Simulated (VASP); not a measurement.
The system is CeO.

```
Ce O
1.0
     0.00000    2.63318    2.63318
     2.63318    0.00000    2.63318
     2.63318    2.63318    0.00000
Ce O
1 1
Direct
  0.00000 0.00000 0.00000
  0.25000 0.25000 0.25000
```

The cell comes from a database or a generator and needn't be the stable form of this composition.

Base run:

```yaml
Program: VASP 6.6.1
Functional: PBEsol
Potentials_or_basis: VASP PAW PBE potentials, release 64 (Ce, O)
Cutoff: 520 eV
k_mesh: 6 × 6 × 6
Occupations: gaussian, width 0.05 eV
Spin: no spin polarisation
Hubbard_terms: Ce f U = 4 eV
```

Its results: band gap on the k mesh none (metal or under the smearing width); pressure 13.2 GPa.

**Question.** The run is repeated on the same cell with these changes: spin from no spin polarisation to collinear spin, ferromagnetic start; further incar settings from ALGO = Normal; EDIFF = 1e-06; NBANDS = 16 to ALGO = Normal; EDIFF = 1e-07. What comes out?

**Answer.** Band gap on the k mesh none (metal or under the smearing width); pressure 16.5 GPa; net moment 1.76 μB per cell; site moments Ce +1.25; O -0.02 μB.

Caveats: the PAW data sets were made with another functional, which shifts forces and pressure a little; U without spin polarisation on a metal has little footing (some runs); the magnetic or orbital state may not be the lowest (some runs); spin-orbit coupling is left out, which moves the levels of the heavy elements (some runs).

Not every run made on this cell is shown here.
